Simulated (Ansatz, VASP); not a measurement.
## One calculation of KBr, two programs

File INCAR:

```
PREC = Accurate
ENCUT = 520
EDIFF = 1E-7
ISMEAR = -1
SIGMA = 0.01
LREAL = False
LASPH = True
NELM = 80
ALGO = Normal
ISIF = 2
LWAVE = False
LCHARG = False
GGA = CA
NBANDS = 15
```

KPOINTS

```
regular mesh
0
Gamma
  6 6 6
```

POSCAR

```
KBr
1.0
    4.1228034278      0.0000000000      0.0000000000
    0.0000000000      4.1228034278      0.0000000000
    0.0000000000      0.0000000000      4.1228034278
K Br
1 1
Direct
    0.0000000000      0.0000000000      0.0000000000
    0.5000000000      0.5000000000      0.5000000000
```

Input for Ansatz:

```yaml
crystal:
  lattice:
    - [4.1228034278, 0.0, 0.0]
    - [0.0, 4.1228034278, 0.0]
    - [0.0, 0.0, 4.1228034278]
  atoms:
    - { symbol: K, position: [0.0, 0.0, 0.0] }
    - { symbol: Br, position: [0.5, 0.5, 0.5] }
kpoints:
  mp_grid: { grid: [6, 6, 6] }
scf:
  occupations: { method: fermi_dirac, width: 0.01 }
hamiltonian:
  xc: lda
  pseudopotentials: { kind: all_electron, lapw: { basis_error: 0.001 } }
output:
  forces: true
  stress: true
  eigenvalues: true
```

Change from the starting cell: volume scaled by 1.06.

Alike in both runs: task single point; functional LDA; k mesh 6 × 6 × 6; occupations fermi-dirac, width 0.01 eV; no spin polarisation.

```csv
,VASP,Ansatz
version,VASP 6.6.1,Ansatz 0.2.0
potentials or method,"VASP PAW LDA potentials, release 64 (K_sv, Br)","all-electron LAPW, scalar-relativistic"
plane-wave cutoff (eV),520,see its input
```

Ansatz gave:

- gap on the k mesh at the Fermi level (eV): 3.31
- pressure (GPa): -3.1

**Question.** Estimate VASP's values.

**Answer.** gap on the k mesh at the Fermi level (eV): 3.32; pressure (GPa): -3.1.

Ansatz ran all-electron here, so the differences hold the error of VASP's frozen core and of both bases.

A k mesh can miss the band edges.
